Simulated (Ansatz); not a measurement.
# Si: reading a single point

```xyz
2
Lattice="1.8704 3.2530 0.0035 -1.8805 3.2588 -0.0039 0.0078 -0.0002 3.9660" Properties=species:S:1:pos:R:3 pbc="T T T"
Si    0.1070    2.0319    2.1468
Si   -0.0533    4.2240    2.2441
```

Level: PBE, no spin polarisation; 420 eV; 6×6×5 (shifted by 0, 0, 0.5 steps) mesh; fermi-dirac occupations (width 0.1 eV); Ansatz 0.2.0, fixed geometry.

Problem. Where is the largest force?

Solution. The largest is on Si1 (and as large on other atoms): 3.94 eV/Å, components (-3.76, 1.16, -0.25). It makes 165° with the line to a nearest neighbour, Si2 at 2.03 Å, pointing away from it.

Problem. What happens at the Fermi level?

Solution. It is a metal, with about 0.52 states/eV a cell as the mean within 0.25 eV of the Fermi level, mostly Si p (96 %).

Problem. Is the cell too large or too small?

Solution. The pressure is 11.4 GPa (compression positive), so with the atoms held at these fractions the cell would first expand; the forces are large, so a full relaxation may end otherwise. The principal stresses 0.6, 6.4, 27.1 GPa differ, so its shape would change too.

Origin: a cell with a point defect, so it need not be a known compound. Caveats: the k mesh is coarse if the cell is a metal; atoms or cell far from equilibrium.
